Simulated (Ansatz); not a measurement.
Sc: frozen-core PAW against all-electron methods

```yaml
crystal:
  lattice:
    - [-1.83873, 1.83873, 1.83873]
    - [1.83873, -1.83873, 1.83873]
    - [1.83873, 1.83873, -1.83873]
  atoms:
    - { symbol: Sc, position: [0.00000, 0.00000, 0.00000] }
```

The structure comes from a relaxation in the same program, started in the bcc type, and has space group Im-3m. Whether it is a known phase or the ground state wasn't checked.

Spin polarisation is left out, and whether a magnetic state lies lower isn't shown here.

All numbers are computed: DFT, LDA, PAW with Ansatz's default frozen-core files, scalar-relativistic (Ansatz 0.2.0); DFT, LDA, all-electron LAPW, scalar-relativistic (Ansatz 0.2.0).

For PAW: a Γ-centred 13×13×13 k mesh, Fermi–Dirac smearing of 0.05 eV, cutoff 420 eV, no spin polarisation; the PAW files were made with PBE, and the program remakes their frozen cores for this functional. LAPW targets a basis error of 1 meV/atom. The Ansatz runs share mesh, smearing and spin set-up. Plane-wave (PAW) pressures include the program's estimate of the Pulay term.

Stress and pressure are positive in compression.

Levels count from the Fermi level.

| quantity | PAW | LAPW |
| --- | --- | --- |
| pressure (GPa) | -4.69 | -4.68 |
| highest filled level at Γ (eV) | -5.172 | -5.172 |
| lowest empty level at Γ (eV) | 1.368 | 1.367 |
| highest filled level at N (eV) | -1.778 | -1.779 |
| lowest empty level at N (eV) | 0.222 | 0.221 |
